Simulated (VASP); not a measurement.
# P (R-3m) in VASP: notebook

The runs below take P through relaxation of cell and atoms, vibrations by finite differences, with PBEsol+D3(BJ).

All numbers are computed with VASP 6.6.1; they aren't measurements. Logs are shortened: lines on timing, memory, paths and dates and some standing lists are left out, and cuts for length are marked.

### Step 1. Starting point

The structure is trigonal, space group R-3m (No. 166). Conventional cell: a = 3.451 Å, b = 3.451 Å, c = 9.389 Å, α = 90.00°, β = 90.00°, γ = 120.00°. P (site symmetry 3m) has 3 P at 2.29 Å as nearest neighbours.

This isn't the form of P at room conditions, which is orthorhombic.

### Step 2. Relaxation of cell and atoms, PBEsol+D3(BJ), target pressure 6 GPa, at which the enthalpy is minimised

INCAR reads:

```
PREC = Accurate
ENCUT = 520
EDIFF = 1E-7
ISMEAR = 0
SIGMA = 0.02
LREAL = False
LASPH = True
NELM = 80
ALGO = Normal
ISIF = 3
LWAVE = False
LCHARG = False
GGA = PS
IVDW = 12
IBRION = 2
NSW = 80
EDIFFG = -0.15
PSTRESS = 60.0
```

KPOINTS reads:

```
Automatic mesh
0
Gamma
  12 12 12
```

POSCAR reads:

```
P
1.0
    1.7257251800      0.9963479000      3.1296800100
   -1.7257251800      0.9963479000      3.1296800100
    0.0000000000     -1.9926957900      3.1296800100
P
2
Direct
    0.2270802500      0.2270802500      0.2270802500
    0.7729197500      0.7729197500      0.7729197500
```

Potentials or basis: VASP PAW PBE potentials, release 64 (P).

Command:

```sh
$ cat potpaw_PBE.64/P/POTCAR > POTCAR
$ mpirun -np 1 vasp_std > vasp.out
```

OUTCAR:

```text
PREC = Accurate
   ENCUT = 520
   EDIFF = 1E-7
   ISMEAR = 0
   LREAL = False
   LASPH = True
   NELM = 80
   ISIF = 3
   GGA = PS
   IVDW = 12
   IBRION = 2
   NSW = 80
   EDIFFG = -0.15
   PSTRESS = 60.0
 IVDW          = 12

 ion  position               nearest neighbor table
   1  0.227  0.227  0.227-   2 2.29   2 2.29   2 2.29   2 2.82   2 2.82   2 2.82
   2  0.773  0.773  0.773-   1 2.29   1 2.29   1 2.29   1 2.82   1 2.82   1 2.82

  LATTYP: Found a trigonal (rhomboedric) cell.
 ALAT       =     3.7102201417
 COS(alpha) =     0.5673129373

  Lattice vectors:

 A1 = (   1.7257251800,   0.9963479000,   3.1296800100)
 A2 = (  -1.7257251800,   0.9963479000,   3.1296800100)
 A3 = (   0.0000000000,  -1.9926957900,   3.1296800100)

Analysis of symmetry for initial positions (statically):
=====================================================================
 Subroutine PRICEL returns:
 Original cell was already a primitive cell.

 Routine SETGRP: Setting up the symmetry group for a
 trigonal (rhombohedral) supercell.

 Subroutine GETGRP returns: Found 12 space group operations
 (whereof 12 operations were pure point group operations)
 out of a pool of 12 trial point group operations.

The static configuration has the point symmetry D_3d.

Analysis of symmetry for dynamics (positions and initial velocities):
=====================================================================
 Subroutine PRICEL returns:
 Original cell was already a primitive cell.

 Routine SETGRP: Setting up the symmetry group for a
 trigonal (rhombohedral) supercell.

 Subroutine GETGRP returns: Found 12 space group operations
 (whereof 12 operations were pure point group operations)
 out of a pool of 12 trial point group operations.

The dynamic configuration has the point symmetry D_3d.

 Subroutine INISYM returns: Found 12 space group operations
 (whereof 12 operations are pure point group operations),
 and found     1 'primitive' translations

----------------------------------------------------------------------------------------

                                     Primitive cell

  volume of cell :      32.2875

  direct lattice vectors                    reciprocal lattice vectors
     1.725725180  0.996347900  3.129680010     0.289733270  0.167277582  0.106507161
    -1.725725180  0.996347900  3.129680010    -0.289733270  0.167277582  0.106507161
     0.000000000 -1.992695790  3.129680010     0.000000000 -0.334555163  0.106507162

  length of vectors
     3.710220142  3.710220142  3.710220139     0.351099605  0.351099605  0.351099605

  position of ions in fractional coordinates (direct lattice)
     0.227080250  0.227080250  0.227080250
     0.772919750  0.772919750  0.772919750

  ion indices of the primitive-cell ions
   primitive index   ion index
                 1           1
                 2           2

----------------------------------------------------------------------------------------

 KPOINTS: Automatic mesh

Automatic generation of k-mesh.
 Grid dimensions read from file:
 generate k-points for:   12   12   12

 Generating k-lattice:

  Cartesian coordinates                     Fractional coordinates (reciprocal lattice)
     0.024144439  0.013939798  0.008875597     0.083333333  0.000000000  0.000000000
    -0.024144439  0.013939798  0.008875597     0.000000000  0.083333333  0.000000000
     0.000000000 -0.027879597  0.008875597     0.000000000  0.000000000  0.083333333

  Length of vectors
     0.029258300  0.029258300  0.029258300

  Shift w.r.t. Gamma in fractional coordinates (k-lattice)
     0.000000000  0.000000000  0.000000000

 Subroutine IBZKPT returns following result:
 ===========================================

 Found    189 irreducible k-points:

 Following reciprocal coordinates:
            Coordinates               Weight
  0.000000  0.000000  0.000000      1.000000
  0.083333 -0.000000  0.000000      6.000000
  0.166667  0.000000  0.000000      6.000000
  0.250000  0.000000  0.000000      6.000000
  0.333333  0.000000 -0.000000      6.000000
  0.416667 -0.000000  0.000000      6.000000
[... 16 lines left out ...]
  0.500000  0.166667  0.000000     12.000000
 -0.416667  0.166667 -0.000000     12.000000
 [... further k-points ...]
   k-points           NKPTS =    189   k-points in BZ     NKDIM =    189   number of bands    NBANDS=      9
   number of dos      NEDOS =    301   number of ions     NIONS =      2
   total plane-waves  NPLWV =  21952
   dimension x,y,z NGX =    28 NGY =   28 NGZ =   28
   dimension x,y,z NGXF=    56 NGYF=   56 NGZF=   56
   ions per type =               2
   NGX,Y,Z   is equivalent  to a cutoff of  12.55, 12.55, 12.55 a.u.
   NGXF,Y,Z  is equivalent  to a cutoff of  25.09, 25.09, 25.09 a.u.
 SYSTEM =  unknown system
   PREC   = accura    normal or accurate (medium, high low for compatibility)
   ISTART =      0    job   : 0-new  1-cont  2-samecut
   ICHARG =      2    charge: 1-file 2-atom 10-const
   ISPIN  =      1    spin polarized calculation?
   LNONCOLLINEAR =      F non collinear calculations
   LSORBIT =      F    spin-orbit coupling
   LASPH  =      T    aspherical Exc in radial PAW
   ENCUT  =  520.0 eV  38.22 Ry    6.18 a.u.   6.90  6.90  6.90*2*pi/ulx,y,z
   NELM   =     80;   NELMIN=  2; NELMDL= -5     # of ELM steps
   EDIFF  = 0.1E-06   stopping-criterion for ELM
   LREAL  =      F    real-space projection
   EDIFFG = -.1E+00   stopping-criterion for IOM
   NSW    =     80    number of steps for IOM
   IBRION =      2    ionic relax: 0-MD 1-quasi-New 2-CG
   NFREE  =      1    steps in history (QN), initial steepest desc. (CG)
   ISIF   =      3    stress and relaxation
   ISYM   =      2    0-nonsym 1-usesym 2-fastsym
   POTIM  = 0.5000    time-step for ionic-motion
   TEBEG  =    0.0;   TEEND  =   0.0 temperature during run
   PSTRESS=   60.0 pullay stress
   NELECT =      10.0000    total number of electrons
   NUPDOWN=      -1.0000    fix difference up-down
   EMIN   =  10.00;   EMAX   =-10.00  energy-range for DOS
   EFERMI =   0.00;   METHOD = LEGACY
   ISMEAR =     0;   SIGMA  =   0.02  broadening in eV -4-tet -1-fermi 0-gaus
   EFERMI_NEDOS =   21; number of points for ismear=-14 and -15
   IALGO  =     38    algorithm
   IMIX   =      4    mixing-type and parameters
     AMIX     =   0.40;   BMIX     =  1.00
     AMIX_MAG =   1.60;   BMIX_MAG =  1.00
  volume/ion in A,a.u.               =      16.14       108.94
  Fermi-wavevector in a.u.,A,eV,Ry     =   1.107636  2.093128 16.692396  1.226857
  Thomas-Fermi vector in A             =   2.244152
   LORBIT       =      0    0 simple, 1 ext, 2 COOP (PROOUT), +10 PAW based schemes
   GGA     = PS    functional components
   LHFCALC =     F    Hartree Fock is set to
   AEXX    =    0.0000 exact exchange contribution
   IVDW    =    12    specifies the selected vdW correction
   LEPSILON=     F    determine dielectric tensor
   LRPA    =     F    only Hartree local field effects (RPA)
 conjugate gradient relaxation of ions
 non-spin polarized calculation
 Gauss-broadening in eV      SIGMA  =   0.02
  energy-cutoff  :      520.00
  volume of cell :       32.29
 maximum number of plane-waves:       886
   NGX = 13   NGY = 13   NGZ = 13

--------------------------------------- Ionic step        1  -------------------------------------------

 number of electron      10.0000000 magnetization

 Free energy of the ion-electron system (eV)
  ---------------------------------------------------
  ext. energy  EPLUGINS =         0.00000000
  ---------------------------------------------------
  free energy    TOTEN  =       -11.55500919 eV

  energy without entropy =      -11.55495372  energy(sigma->0) =      -11.55498145

 E-fermi :   8.9290     XC(G=0): -10.8709

 val. band max:        8.9281926111   @ k =   0.4167   0.4167   0.4167
 cond. band min:       8.9479044651   @ k =  -0.0833   0.5000   0.0833
 fundamental gap:      0.0197118540
 Fermi energy:         8.9290382500

 k-point     1 :       0.0000    0.0000    0.0000
  band No.  band energies     occupation
      1      -7.6203      2.00000
      2       5.3320      2.00000
      3       5.7702      2.00000
      4       6.0303      2.00000
      5       6.0303      2.00000
      6      10.2107      0.00000
      7      11.5339      0.00000
      8      11.5339      0.00000
      9      14.6910      0.00000
[... 265 lines left out ...]
 k-point    24 :      -0.4167    0.1667   -0.0000
  band No.  band energies     occupation
      1      -3.8886      2.00000
      2      -2.7209      2.00000
      3       3.0217      2.00000
      4       5.1943      2.00000
      5       6.3939      2.00000
      6       9.6215      0.00000
      7      10.5779      0.00000
      8      12.4015      0.00000
      9      16.4627      0.00000

 [... further k-points ...]

------------------------ aborting loop because EDIFF is reached ----------------------------------------

 Edisp (eV)   -0.70006

 E8    (eV) :    -0.4152
[... 113 lines left out ...]
  energy  without entropy=      -12.2646086807  energy(sigma->0) =      -12.26465138

  enthalpy is  TOTEN    =       -11.1991721576 eV   P V=        1.0655219163

[... ionic steps 4 to 7 ...]

--------------------------------------- Ionic step        8  -------------------------------------------

 number of electron      10.0000000 magnetization

------------------------ aborting loop because EDIFF is reached ----------------------------------------
[... 79 lines left out ...]
--------------------------------------- Ionic step       10  -------------------------------------------

 number of electron      10.0000000 magnetization

 Free energy of the ion-electron system (eV)
  ---------------------------------------------------
  ext. energy  EPLUGINS =         0.00000000
  ---------------------------------------------------
  free energy    TOTEN  =       -11.48538771 eV

  energy without entropy =      -11.48527278  energy(sigma->0) =      -11.48533025

 E-fermi :  11.1345     XC(G=0): -11.7920

 val. band max:       11.1191110337   @ k =   0.3333   0.3333   0.3333
 cond. band min:      11.1395668802   @ k =   0.5000   0.0833   0.0000
 fundamental gap:      0.0204558464
 Fermi energy:        11.1345326022

 k-point     1 :       0.0000    0.0000    0.0000
  band No.  band energies     occupation
      1      -6.5315      2.00000
      2       8.6655      2.00000
      3       8.6655      2.00000
      4       8.8483      2.00000
      5      10.5560      2.00000
      6      14.9582      0.00000
      7      15.1537      0.00000
      8      15.1537      0.00000
      9      16.7043      0.00000
[... 265 lines left out ...]
 k-point    24 :      -0.4167    0.1667   -0.0000
  band No.  band energies     occupation
      1      -2.0750      2.00000
      2      -1.0977      2.00000
      3       5.5096      2.00000
      4       7.7249      2.00000
      5       9.2029      2.00000
      6      11.9708      0.00000
      7      14.7329      0.00000
      8      16.2990      0.00000
      9      19.9334      0.00000

 [... further k-points ...]

------------------------ aborting loop because EDIFF is reached ----------------------------------------

 Edisp (eV)   -0.85805

 E8    (eV) :    -0.5092
[... 29 lines left out ...]
  energy  without entropy=      -12.3433198371  energy(sigma->0) =      -12.34337731

  enthalpy is  TOTEN    =       -11.3526832622 eV   P V=        0.9907515114

 reached required accuracy - stopping structural energy minimisation
```

Run time: 2.9 min. Hardware: 1 thread of Intel Xeon 6975P-C (Granite Rapids), shared host; peak memory 0.2 GiB.

Results:

| Quantity | Value |
| --- | --- |
| Free energy | -12.3434 eV |
| Relaxed volume | 13.23 Å³/atom |
| Relaxed cell | a = 3.340 Å, b = 3.340 Å, c = 3.340 Å, α = 60.18°, β = 60.18°, γ = 60.18° |
| Space group after relaxing (to 0.05 Å) | R-3m (No. 166) |
| Energy change on relaxing (the enthalpy is what falls) | -44.2 meV/atom |
| Ionic steps | 10 |
| Pressure after relaxing | 5.9 GPa |
| Largest force after relaxing | 0.005 eV/Å |
| Band gap on the k mesh | none (metal or under the smearing width) |
| Dispersion energy per atom | -0.429 eV |

Forces in eV/Å, atoms in the order of the input:
```
P    0.000  0.000  0.005
P    0.000  0.000 -0.005
```

The path:
```csv
step,energy change (eV),largest force (eV/Å),pressure (GPa),volume (Å³)
1,0.0000,0.2943,-5.36,32.29
2,0.0570,1.2335,12.96,27.23
3,-0.0096,0.9513,6.80,28.45
4,-0.0540,0.4248,7.42,27.50
5,-0.0621,0.3163,7.82,26.52
6,0.0512,0.0101,18.43,24.59
7,-0.0513,0.1509,10.40,25.83
8,-0.1055,0.1457,0.52,27.44
9,-0.0899,0.0002,5.51,26.53
10,-0.0884,0.0048,5.86,26.46
```

Final structure:
```
P
1.0
     1.67456    0.96681    2.72353
    -1.67456    0.96681    2.72353
     0.00000   -1.93362    2.72353
P
2
Direct
  0.24355 0.24355 0.24355
  0.75645 0.75645 0.75645
```

Caveat: the cell is relaxed towards a set pressure, so the enthalpy falls and the energy may rise; the volume moved by over 15 % at a fixed basis, so the end points are rough; the PAW data sets were made with another functional, which shifts forces and pressure a little; pairwise dispersion overbinds metals, which lowers pressure and volume; the relaxation stopped at a loose force limit of 0.15 eV/Å, so its end isn't a converged minimum.

### Step 3. Relaxation of cell and atoms, PBEsol+D3(BJ), target pressure 6 GPa, at which the enthalpy is minimised

This run uses another cell than the first one, of 13.23 Å³/atom, 0.819 times its volume.

INCAR is that of step 2.

KPOINTS is that of step 2.

POSCAR reads:

```
P                                       
1.0
    1.6745604541      0.9668079315      2.7235276656
   -1.6745604541      0.9668079315      2.7235276656
   -0.0000000000     -1.9336158532      2.7235276655
  P             
     2
Direct
     0.2435464892105306    0.2435464892105306    0.2435464892098197
     0.7564535107894695    0.7564535107894695    0.7564535107901804
```

Potentials or basis: VASP PAW PBE potentials, release 64 (P).

Command:

```sh
$ cat potpaw_PBE.64/P/POTCAR > POTCAR
$ mpirun -np 1 vasp_std > vasp.out
```

It took 26 s on 1 thread of Intel Xeon 6975P-C (Granite Rapids), shared host; peak memory 0.18 GiB.

The run converged. Its results:

- Free energy: -12.3423 eV
- Pressure after relaxing: 5.9 GPa
- Largest force after relaxing: 0.006 eV/Å
- Band gap on the k mesh: none (metal or under the smearing width)
- Dispersion energy per atom: -0.429 eV

Forces in eV/Å, atoms in the order of the input:
```
P    0.000  0.000  0.006
P    0.000  0.000 -0.006
```

Stress tensor (GPa, compression positive):
```
5.80 0.00 0.00
0.00 5.80 0.00
0.00 0.00 5.96
```

Final structure:
```yaml
crystal:
  lattice:
    - [1.67456, 0.96681, 2.72353]
    - [-1.67456, 0.96681, 2.72353]
    - [0.00000, -1.93362, 2.72353]
  atoms:
    - { symbol: P, position: [0.24355, 0.24355, 0.24355] }
    - { symbol: P, position: [0.75645, 0.75645, 0.75645] }
```

Levels at points of the mesh, in eV from the Fermi level:
| k point | band 1 | band 2 | band 3 | band 4 | band 5 | band 6 | band 7 | band 8 | band 9 |
| --- | --- | --- | --- | --- | --- | --- | --- | --- | --- |
| (0.00, 0.00, 0.00) | -17.67 | -2.47 | -2.47 | -2.29 | -0.58 | 3.82 | 4.02 | 4.02 | 5.57 |
| (0.50, 0.00, 0.00) | -13.28 | -12.98 | -2.24 | -1.94 | -1.24 | -1.05 | 1.55 | 1.77 | 12.18 |
| (0.50, 0.50, 0.00) | -12.82 | -9.78 | -7.38 | -5.94 | -5.81 | 0.09 | 8.71 | 8.77 | 9.42 |
| (0.50, 0.50, 0.50) | -13.53 | -12.63 | -2.06 | -2.06 | -1.32 | -1.32 | 1.29 | 1.94 | 12.02 |

Caveat: the relaxation stopped at its first step, so nothing moved; the cell is relaxed towards a set pressure, so the enthalpy falls and the energy may rise; the PAW data sets were made with another functional, which shifts forces and pressure a little; pairwise dispersion overbinds metals, which lowers pressure and volume; the relaxation stopped at a loose force limit of 0.15 eV/Å, so its end isn't a converged minimum.

### Step 4. Vibrations by finite differences, PBEsol+D3(BJ)

This run uses another cell than the first one, of 13.23 Å³/atom, 0.819 times its volume.

INCAR reads:

```
PREC = Accurate ; ENCUT = 520
EDIFF = 1E-8 ; ISMEAR = 0
SIGMA = 0.02 ; LREAL = False
LASPH = True ; NELM = 80
ALGO = Normal ; ISIF = 2
LWAVE = False ; LCHARG = False
GGA = PS ; IVDW = 12
IBRION = 6 ; NFREE = 2
POTIM = 0.015 ; NSW = 1
```

KPOINTS reads:

```
regular mesh
0
Gamma
  12 12 12
```

POSCAR reads:

```
P                                       
1.0
    1.6745604541      0.9668079315      2.7235276656
   -1.6745604541      0.9668079315      2.7235276656
    0.0000000000     -1.9336158532      2.7235276655
  P             
     2
Direct
     0.2435464892105301    0.2435464892105301    0.2435464892098196
     0.7564535107894699    0.7564535107894699    0.7564535107901804
```

Command:

```sh
$ cat potpaw_PBE.64/P/POTCAR > POTCAR
$ mpirun -np 1 vasp_std > vasp.out
```

Wall time 3.1 min (1 thread of Intel Xeon 6975P-C (Granite Rapids), shared host); peak memory 0.4 GiB.

Results (log left out):

- Highest phonon frequency at Γ: 249 cm⁻¹
- Dispersion energy per atom: -0.429 eV

Phonon frequencies in cm⁻¹ (negative: imaginary):
```tsv
q point	frequencies
(0.000, 0.000, 0.000)	0 0 0 207 207 249
```

Caveat: the PAW data sets were made with another functional, which shifts forces and pressure a little; pairwise dispersion overbinds metals, which lowers pressure and volume.
